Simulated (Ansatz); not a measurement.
Pd:

```xyz
2
Lattice="2.7837 0.0000 0.0000 -1.3918 2.4107 0.0000 0.0000 0.0000 4.6289" Properties=species:S:1:pos:R:3 pbc="T T T"
Pd    0.0000    1.6071    1.1572
Pd    1.3918    0.8036    3.4717
```

This isn't the form of Pd at room conditions, which is fcc.

Program: Ansatz 0.2.0. Alike in all runs: task band structure; potentials or basis Ansatz PAW; no spin polarisation; cell as given; k mesh 6 × 6 × 4; smearing fermi-dirac 0.05 eV; the mesh is coarse, so values aren't converged.

Problem. Order these runs on this cell by their pressure, lowest first.
A. level r2SCAN; cutoff (eV) 500
B. level PBEsol; cutoff (eV) 420
C. level LDA; cutoff (eV) 420

Solution. C (-16.2 GPa), B (-10.9 GPa), A (-6.5 GPa).

Caveats: all runs use coarse meshes; the PAW data sets come from PBE, with cores solved anew for the run's functional, which leaves a small shift of forces and pressure.

Not every run made on this cell is shown here.
